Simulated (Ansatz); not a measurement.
AlRu: enthalpy against pressure

AlRu, Pm-3m, a = 2.982 Å. The structure is a Materials Project entry; whether it is the stable form wasn't checked. Ansatz: r2SCAN, PAW, 500 eV, Γ-centred 14×14×14 mesh on 2 atoms, Gaussian smearing 0.10 eV; no spin polarisation. Cell and atoms are relaxed at each pressure, and no other structure is tried, so the rows at high pressure may lie past a change of phase. y is the enthalpy over the state at zero pressure; there V0 = 13.265 Å³/atom. The pressures are the targets, met within 0.06 GPa.

```
P (GPa) y (eV/atom)
   -1.0      -0.0830
    0.0       0.0000
    1.0       0.0826
    4.0       0.3283
   12.0       0.9688
   25.0       1.9709
   50.0            ?
   90.0       6.4925
```

Task: Fit y = c1 P + c2 P² + c3 P³ to the other rows, say what c1 and c2 mean, and predict the missing value.

Result: Least squares on the rows shown. y = 0.082684 P − 0.00016814 P² + 5.6636×10⁻⁷ P³. Since dH/dP = V, c1 is V0: 0.082684 eV/GPa × 160.2 = 13.246 Å³ against 13.265; c2 = −V0/(2B0) gives B0 = 246 GPa, where a Birch–Murnaghan fit to the volumes of the same runs (not shown) gives 221 GPa: a cubic over this range folds the higher terms into c2. At P = 50.0 the fit asked for gives 3.7846 eV/atom. The run gave 3.7924 eV/atom, so the fit is 0.0078 eV/atom too low, 0.12 % of the span of the series, against an rms of 0.0001 eV/atom on the fitted rows. With a term in P⁴ added, a fit to the same known rows predicts 3.7962 eV/atom, a smaller miss on the other side.

The mesh isn't the same in all rows (14×14×14, 16×16×16).